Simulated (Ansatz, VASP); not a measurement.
**One calculation of Cu, two programs**

```xyz
1
Lattice="0.0000 1.7547 1.7547 1.7547 0.0000 1.7547 1.7547 1.7547 0.0000" Properties=species:S:1:pos:R:3 pbc="T T T"
Cu    0.0000    0.0000    0.0000
```

Alike in both runs: task single point; functional LDA; k mesh 12 × 12 × 12; occupations fermi-dirac, width 0.06 eV; no spin polarisation.

|  | VASP | Ansatz |
| --- | --- | --- |
| version | VASP 6.6.1 | Ansatz 0.2 development build |
| potentials or method | VASP PAW LDA potentials, release 64 (Cu), cutoff 520 eV | all-electron full-potential LAPW, scalar-relativistic |

Ansatz gave:

```
pressure (GPa) : 1.4
```

What did VASP give for the same quantities?

Pressure (GPa): 2.2.

Ansatz ran all-electron here, so the differences hold the error of VASP's frozen core and of both bases.
